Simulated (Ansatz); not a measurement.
# Barriers and T(E) in Si/Y, part 2 of 5

Wanted: barrier heights, local density of states and T(E) for Si/Y. The semiconductor is Si diamond(111), undoped, with its far face capped by hydrogen, and the metal is Y hcp(0001), in direct contact. After relaxation the nearest pair at the metal is Y–Si at 2.90 Å, along the normal. The common net has a side of 3.868 Å, which strains the semiconductor by +0.0 % and the metal by +5.7 %, against typed lattice constants near PBE's. The first steps treat the bulk crystals alone.

Ansatz 0.2.0; PBE DFT, plane waves, PAW files (the session's first sound run).

So far. Step 2 (Layer spacing of the electrode, 6 atoms, electrode Si …): Little changed from the start: no atom moved by 0.005 Å and no cell edge by 0.1 %.

### 4. Relaxation

System of this step: Si/Y. The cell holds 18 atoms: 12 Si, 5 Y and 1 H. Cell: a = 3.868 Å, b = 3.868 Å, c = 46.430 Å, α = 90.0°, β = 90.0°, γ = 120.0°. Vacuum lies along c.

The bonds at the contact set its dipole, and with it the barrier heights, so the interface is relaxed first in a short slab. The dipole correction removes the field between the unlike outer faces.

input.yaml reads:

```yaml
crystal:
  lattice:
    - [3.868, 0.0, 0.0]
    - [-1.934, 3.3497862618, 0.0]
    - [0.0, 0.0, 46.4300317366]
  atoms:
    - { symbol: Si, position: [0.0, 0.0, 0.1723022729] }
    - { symbol: Si, position: [0.33333333, 0.66666667, 0.1893065366] }
    - { symbol: Si, position: [0.33333333, 0.66666667, 0.2403193277] }
    - { symbol: Si, position: [0.66666667, 0.33333333, 0.2573235914] }
    - { symbol: Si, position: [0.66666667, 0.33333333, 0.3083363824] }
    - { symbol: Si, position: [0.0, 0.0, 0.3253406461] }
    - { symbol: Si, position: [0.0, 0.0, 0.374231416] }
    - { symbol: Si, position: [0.33333333, 0.66666667, 0.3912356797] }
    - { symbol: Si, position: [0.33333333, 0.66666667, 0.4422484708] }
    - { symbol: Si, position: [0.66666667, 0.33333333, 0.4592527345] }
    - { symbol: Si, position: [0.66666667, 0.33333333, 0.5102655256] }
    - { symbol: Si, position: [0.0, 0.0, 0.5272697892] }
    - { symbol: "Y", position: [0.0, 0.0, 0.5931754086] }
    - { symbol: "Y", position: [0.66666667, 0.33333333, 0.6518059882] }
    - { symbol: "Y", position: [0.0, 0.0, 0.7104365679] }
    - { symbol: "Y", position: [0.66666667, 0.33333333, 0.7690671475] }
    - { symbol: "Y", position: [0.0, 0.0, 0.8276977271] }
    - { symbol: H, position: [0.0, 0.0, 0.1399955967] }
kpoints:
  mp_grid: { grid: [8, 8, 1] }
scf:
  occupations: { method: fermi_dirac, width: 0.1 }
  max_iter: 150
hamiltonian:
  xc: pbe
efield:
  axis: 3
  dipole_correction: true
relax:
  f_tol: 0.04
  max_steps: 60
output:
  forces: true
```

The run is started by

```
$ ansatz run input.yaml --threads 8 --pin off --max-ram 24576MiB --backend cpu --events-out ev --progress --plain --runs-dir out
```

Numbers of over 12 decimals in the logs are rounded to 6 here.

Log:

```text
[...]
Crystal: 18 atoms, lattice volume = 601.593 Å³
Basis set: ecut = 420 eV, 11843 PW (Γ), exchange–correlation on 54×54×640 points (8 copies of the dense FFT grid, shifted against one another)
Bands: 70, of which v1, the nominal top of the filled ones, is band 52 counted from 1 (51 counted from 0)
Symmetry: 6 space group operations
[...]
k-points: 10 of 64 (time reversal used)
[...]
SCF iter   1: F=—  HF=-26887.769838 eV  |F-HF|=—  |Δ(HF+E_count)|=         —  Δρ=5.91e-3  dr2=4.82e1  ethr=1.77e-3  p=-0.016 e·Å  D=-4.79e-3 V/Å  ΔV_dip=0.22 eV  dr2_dipole=5.21e1  V_vac-E_F(+/−)=3.20/2.96 eV  ⟨swp⟩=12.5  Hψ=4036  notcnv=0  defer=2
efield: sawtooth ramp at fractional position 0.9338 (placed from the atoms, in the widest stretch of the axis that holds none; the zero of the levels goes with the place), width 0.1000; the density the first Hamiltonian is built on has a dipole p = -0.016 e·Å; the dipole correction subtracts the counter field D = -4.79e-3 V/Å, which shifts the + side's vacuum level by +0.22 eV against the − side's; the planar-averaged density in the ramp window peaks in size at 4.7e-4 e/Å³
[...]
SCF iter   2: F=—  HF=-26887.388196 eV  |F-HF|=—  |Δ(HF+E_count)|=   3.82e-1  Δρ=2.22e-3  dr2=3.20e0  ethr=1.77e-3  p=0.057 e·Å  D=1.72e-2 V/Å  ΔV_dip=-0.80 eV  dr2_dipole=2.91e0  V_vac-E_F(+/−)=3.15/3.96 eV  ⟨swp⟩=3.2  Hψ=936  notcnv=0
[...]
SCF iter  10: F=-26887.305698 eV  HF=-26887.305709 eV  |F-HF|=1.11e-5  |Δ(HF+E_count)|=   7.08e-7  Δρ=1.08e-5  dr2=5.12e-6  ethr=3.85e-8  p=0.095 e·Å  D=2.85e-2 V/Å  ΔV_dip=-1.33 eV  dr2_dipole=7.48e-6  V_vac-E_F(+/−)=3.21/4.54 eV  ⟨swp⟩=4.0  Hψ=1655  notcnv=0
WARN: efield: at this solve's end the planar-averaged density reaches 4.08e-4 e/Å³ inside the ramp window [0.9123, 0.0554] (bound 1e-5 e/Å³); the window's nearer edge stands 3.93 Å from this solve's nearest atom along the axis. Its work functions, free energy, forces, stress, dipole, levels and responses can be off, and this figure does not tell by how much. The cell may have no vacuum along `efield.axis`. A short vacuum, a low `basis.ecutwfc` or `basis.ecutrho_ratio` and negative occupations (`scf.occupations.method`) can put density there. See the manual's quickstart, § The vacuum guard
SCF 1 converged in 10 iterations: F = -26887.305698 eV  dr2 = 5.12e-6
[...]
relax step   1: F+E_penalty+E_count = -26887.30569811 eV  Δ(F+E_penalty+E_count) = +0.000e0 eV  max|allowed force component| = 8.922e-1 eV/Å  Δτ_max = 0.0000 Å  (10 SCF iters, dr2 threshold 4.00e-5 eV, accepted)
[...]
SCF iter   1: F=—  HF=-26887.451835 eV  |F-HF|=—  |Δ(HF+E_count)|=         —  Δρ=4.47e-3  dr2=1.73e0  ethr=1.73e-3  p=0.095 e·Å  D=2.85e-2 V/Å  ΔV_dip=-1.33 eV  dr2_dipole=3.08e-3  V_vac-E_F(+/−)=3.20/4.53 eV  ⟨swp⟩=1.0  Hψ=2317  notcnv=0
efield: sawtooth ramp at fractional position 0.9338 (handed on by an earlier solve), width 0.1000; the density the first Hamiltonian is built on has a dipole p = 0.095 e·Å; the dipole correction subtracts the counter field D = 2.85e-2 V/Å, which shifts the + side's vacuum level by -1.33 eV against the − side's; the planar-averaged density in the ramp window peaks in size at 3.8e-4 e/Å³
[...]
SCF iter   2: F=—  HF=-26887.404376 eV  |F-HF|=—  |Δ(HF+E_count)|=   4.75e-2  Δρ=1.51e-3  dr2=7.09e-2  ethr=1.67e-3  p=0.102 e·Å  D=3.06e-2 V/Å  ΔV_dip=-1.42 eV  dr2_dipole=3.54e-4  V_vac-E_F(+/−)=3.19/4.62 eV  ⟨swp⟩=1.0  Hψ=700  notcnv=0
[...]
SCF iter   7: F=-26887.394875 eV  HF=-26887.394894 eV  |F-HF|=1.91e-5  |Δ(HF+E_count)|=   4.47e-5  Δρ=3.53e-5  dr2=2.63e-5  ethr=4.78e-8  p=0.095 e·Å  D=2.85e-2 V/Å  ΔV_dip=-1.32 eV  dr2_dipole=2.55e-6  V_vac-E_F(+/−)=3.20/4.53 eV  ⟨swp⟩=3.6  Hψ=2473  notcnv=0
[...]
SCF 2 converged in 7 iterations: F = -26887.394875 eV  dr2 = 2.63e-5
[...]
relax step   2: F+E_penalty+E_count = -26887.39487519 eV  Δ(F+E_penalty+E_count) = -8.918e-2 eV  max|allowed force component| = 3.271e-1 eV/Å  Δτ_max = 0.0981 Å  (7 SCF iters, dr2 threshold 4.97e-5 eV, accepted)
SCF iter   1: F=—  HF=-26887.402935 eV  |F-HF|=—  |Δ(HF+E_count)|=         —  Δρ=9.24e-4  dr2=1.19e-1  ethr=6.71e-4  p=0.095 e·Å  D=2.85e-2 V/Å  ΔV_dip=-1.32 eV  dr2_dipole=2.12e-3  V_vac-E_F(+/−)=3.20/4.53 eV  ⟨swp⟩=2.1  Hψ=1052  notcnv=0
[...]
SCF iter   7: F=-26887.401146 eV  HF=-26887.401149 eV  |F-HF|=2.87e-6  |Δ(HF+E_count)|=   2.25e-6  Δρ=1.37e-5  dr2=4.58e-6  ethr=6.43e-9  p=0.096 e·Å  D=2.88e-2 V/Å  ΔV_dip=-1.34 eV  dr2_dipole=4.86e-8  V_vac-E_F(+/−)=3.20/4.54 eV  ⟨swp⟩=3.8  Hψ=2547  notcnv=0
[...]
SCF 3 converged in 7 iterations: F = -26887.401146 eV  dr2 = 4.58e-6
relax step   3: F+E_penalty+E_count = -26887.40114598 eV  Δ(F+E_penalty+E_count) = -6.271e-3 eV  max|allowed force component| = 5.139e-2 eV/Å  Δτ_max = 0.0216 Å  (7 SCF iters, dr2 threshold 6.69e-6 eV, accepted)
SCF iter   1: F=—  HF=-26887.401153 eV  |F-HF|=—  |Δ(HF+E_count)|=         —  Δρ=1.54e-4  dr2=6.49e-4  ethr=5.30e-5  p=0.096 e·Å  D=2.88e-2 V/Å  ΔV_dip=-1.34 eV  dr2_dipole=7.32e-5  V_vac-E_F(+/−)=3.20/4.54 eV  ⟨swp⟩=1.0  Hψ=890  notcnv=0
[...]
SCF iter   8: F=-26887.401337 eV  HF=-26887.401337 eV  |F-HF|=1.34e-8  |Δ(HF+E_count)|=   9.20e-9  Δρ=8.50e-7  dr2=1.80e-8  ethr=9.62e-11  p=0.096 e·Å  D=2.88e-2 V/Å  ΔV_dip=-1.34 eV  dr2_dipole=1.63e-9  V_vac-E_F(+/−)=3.20/4.55 eV  ⟨swp⟩=4.0  Hψ=1949  notcnv=0
[...]
SCF 4 converged in 8 iterations: F = -26887.401337 eV  dr2 = 1.80e-8
relax step   4: F+E_penalty+E_count = -26887.40133662 eV  Δ(F+E_penalty+E_count) = -1.906e-4 eV  max|allowed force component| = 1.929e-3 eV/Å  Δτ_max = 0.0040 Å  (8 SCF iters, accepted)
SCF converged after 8 iterations
Free energy (F): -26887.401337 eV
[...]
Internal energy: -26887.026284 eV  (E = F + TS)
E sigma→0 (E₀):  -26887.213810 eV
Entropy (-TS):   -0.375052 eV (-20.836 meV/atom)
Fermi energy:    3.855983 eV
Dipole field:    D = 0.028811 V/Å  (p = 0.095787 e·Å, saw-weighted, corrected)
Work function:   Φ+ = 3.1999 eV (in doubt: plateau slope 4.7e-2 eV/Å)   Φ− = 4.5462 eV
Levels:          The Fermi level and band energies are counted from a zero that moves with the ramp; work functions are not
Vacuum region:   at the solve's end the planar-averaged density reaches 3.86e-4 e/Å³ inside the ramp window [0.9123, 0.0554] (bound 1e-5 e/Å³)
[...]
--- Forces (eV/Å), atoms counted from 1 ---
  atom   1  Si     0.00000000    -0.00000000     0.00087934
  atom   2  Si     0.00000000     0.00000000    -0.00128242
  atom   3  Si     0.00000000    -0.00000000     0.00055670
  atom   4  Si     0.00000000     0.00000000     0.00000970
  atom   5  Si     0.00000000    -0.00000000    -0.00108538
  atom   6  Si     0.00000000     0.00000000     0.00085231
  atom   7  Si     0.00000000    -0.00000000    -0.00112799
  atom   8  Si     0.00000000     0.00000000     0.00023885
  atom   9  Si     0.00000000    -0.00000000     0.00105673
  atom  10  Si     0.00000000     0.00000000    -0.00126588
  atom  11  Si     0.00000000    -0.00000000     0.00092310
  atom  12  Si     0.00000000     0.00000000    -0.00141618
  atom  13  Y      0.00000000     0.00000000     0.00192181
  atom  14  Y      0.00000000    -0.00000000     0.00022096
  atom  15  Y      0.00000000     0.00000000    -0.00084803
  atom  16  Y      0.00000000    -0.00000000     0.00036323
  atom  17  Y     -0.00000000     0.00000000     0.00043364
  atom  18  H      0.00000000     0.00000000    -0.00056838
  max |Σ_I F_I| component: 1.38e-4 eV/Å
--- Relaxed structure (4 steps of the walk, 4 accepted, 0 SCFs on fresh bases) ---
  F+E_penalty+E_count = -26887.40133662 eV   max|allowed force component| = 1.929e-3 eV/Å
  atoms:
    - { symbol: Si, position: [-2.42147406503665e-17, 1.644774853211298e-17, 0.172131] }
    - { symbol: Si, position: [0.333333, 0.666667, 0.188538] }
    - { symbol: Si, position: [0.333333, 0.666667, 0.239475] }
    - { symbol: Si, position: [0.666667, 0.333333, 0.256508] }
    - { symbol: Si, position: [0.666667, 0.333333, 0.307502] }
    - { symbol: Si, position: [-2.42147406503665e-17, 1.644774853211298e-17, 0.324520] }
    - { symbol: Si, position: [-2.42147406503665e-17, 1.644774853211298e-17, 0.375539] }
    - { symbol: Si, position: [0.333333, 0.666667, 0.392561] }
    - { symbol: Si, position: [0.333333, 0.666667, 0.443614] }
    - { symbol: Si, position: [0.666667, 0.333333, 0.460593] }
    - { symbol: Si, position: [0.666667, 0.333333, 0.511764] }
    - { symbol: Si, position: [-2.42147406503665e-17, 1.644774853211298e-17, 0.529014] }
    - { symbol: Y, position: [-2.42147406503665e-17, 1.644774853211298e-17, 0.591445] }
    - { symbol: Y, position: [0.666667, 0.333333, 0.650259] }
    - { symbol: Y, position: [-2.42147406503665e-17, 1.644774853211298e-17, 0.709855] }
    - { symbol: Y, position: [0.666667, 0.333333, 0.769561] }
    - { symbol: Y, position: [-2.42147406503665e-17, 1.644774853211298e-17, 0.827012] }
    - { symbol: H, position: [-2.42147406503665e-17, 1.644774853211298e-17, 0.139719] }
```

Elapsed: 22 s, on 8 threads of Arm Neoverse V2, shared host; peak memory 1.8 GiB; 2.8 min of CPU time.

Relaxation path:

| step | energy less that of the first step (eV) | largest force component (eV/Å) |
| --- | --- | --- |
| 1 | 0.0000 | 0.8922 |
| 2 | -0.0892 | 0.3271 |
| 3 | -0.0954 | 0.0514 |
| 4 | -0.0956 | 0.0019 |

The run keeps the 6 symmetry operations that it works with, so distortions that break them were not tested.

The atoms that moved most (Å):

| atom | dx | dy | dz | length |
| --- | --- | --- | --- | --- |
| Si12 | 0.000 | 0.000 | 0.081 | 0.081 |
| Y13 | 0.000 | 0.000 | -0.080 | 0.080 |
| Y14 | 0.000 | 0.000 | -0.072 | 0.072 |
| Si11 | 0.000 | 0.000 | 0.070 | 0.070 |
| Si9 | 0.000 | 0.000 | 0.063 | 0.063 |
| Si10 | 0.000 | 0.000 | 0.062 | 0.062 |
| Si8 | 0.000 | 0.000 | 0.062 | 0.062 |
| Si7 | 0.000 | 0.000 | 0.061 | 0.061 |

Numbers from this step:

```yaml
free_energy: -26887.4013 eV
fermi_energy: 3.856 eV
```

The largest force component on a free atom ends at 0.0019 eV/Å. At one or more of this run's solves the program warned of density in the dipole ramp over its bound, where dipole, forces and levels can be off.

(Part 2 of 5 ends here.)

[Logs are printed without paths, hosts, clocks, repeated set-up lines and the standing remarks that a program may print on its own settings, such as how far it seeks lower states.]

[Hosts, paths, dates, database ids (printed as entryN), source tags and the programs' standing remarks are cut or masked in the printed files.]
